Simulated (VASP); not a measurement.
SiMo3, 8 atoms in the cell. It takes space group Pm-3n (No. 223, cubic). Conventional cell: a = 4.909 Å, b = 4.909 Å, c = 4.909 Å, α = 90.00°, β = 90.00°, γ = 90.00°. Around Si (site symmetry m-3) lie 12 Mo at 2.74 Å. Mo (site symmetry -4m2) is surrounded by 2 Mo at 2.45 Å and 4 Si at 2.74 Å. The cell was built by a generator and needn't be a form met in nature.

- Program: VASP 6.6.1
- Task: single point
- Functional: r2SCAN
- Potentials or basis: VASP PAW PBE potentials, release 64 (Si, Mo_sv)
- Cutoff: 520 eV
- k mesh: 6 × 6 × 6
- Occupations: gaussian, width 0.1 eV
- Spin: no spin polarisation
- Further INCAR settings: ALGO = Normal; EDIFF = 1e-06

Potentials or basis: VASP PAW PBE potentials, release 64 (Si, Mo_sv).

Launch:

```sh
$ cat potpaw_PBE.64/Si/POTCAR potpaw_PBE.64/Mo_sv/POTCAR > POTCAR
$ mpirun -np 4 vasp_std > vasp.out
```

Hardware: 4 MPI ranks on AMD EPYC 9R45 96-Core Processor (Zen 5), with other jobs on the host.

How long does it take, and how much memory?

Run time: 120 s on 4 MPI ranks on AMD EPYC 9R45 96-Core Processor (Zen 5), on a shared host, peak memory 0.3 GiB a rank. Counts: scf iterations 20, k points 20.
